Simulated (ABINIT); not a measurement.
Runs of ABINIT 10.8.3 (patched build) on Be2C. It takes space group Fm-3m (No. 225, cubic). Conventional cell: a = 4.330 Å, b = 4.330 Å, c = 4.330 Å, α = 90.00°, β = 90.00°, γ = 90.00°. C (site symmetry m-3m) is surrounded by 8 Be at 1.87 Å. Be (site symmetry -43m) has 4 C at 1.87 Å as nearest neighbours. 

```csv
task,level,potentials or basis,cutoff (eV),fine-grid cutoff,gap on the mesh (eV),pressure (GPa),V0 of scaled cells (Å³/atom),B0 (GPa)
single point,PBEsol,PseudoDojo NC SR PBEsol v0.4.1 standard,1197,-,1.17,-2.0,-,-
band structure,PBEsol,PseudoDojo NC SR PBEsol v0.4.1 standard,1197,-,1.17,-2.0,-,-
equation of state,PBEsol,PseudoDojo NC SR PBEsol v0.4.1 standard,1197,-,-,-,6.70,206
band structure,r2SCAN,JTH PAW PBE v2.0,626,1224.51 eV,1.60,(c),-,-
equation of state,LDA,JTH PAW LDA v2.0,517,1034.03 eV,-,-,(a),217
band structure,TB-mBJ,JTH PAW LDA v2.0,626,1224.51 eV,1.93,-,-,-
band structure,LDA,JTH PAW LDA v2.0,517,1034.03 eV,(b),-8.8,-,-
```

Alike in all rows: no spin polarisation; cell as given; k mesh 11 × 11 × 11; smearing fermi-dirac 0.05 eV.

Q: Fill in the values left out.

A: (a) 6.48; (b) 1.27; (c) -0.1.

Caveats: the mesh misses the band edges, which the band path finds closer together (some runs); pressures at fixed basis lie under the slope of the energies (some runs); the PAW data sets were made with another functional, which shifts forces and pressure a little (some runs); an odd mesh through Γ misses points on the zone boundary, where band edges often lie (some runs); the constant c of TB-mBJ comes from the pseudo density here, which moves gaps by up to 0.3 eV between sets of potentials (some runs).

Runs at the PBE level aren't shown here.
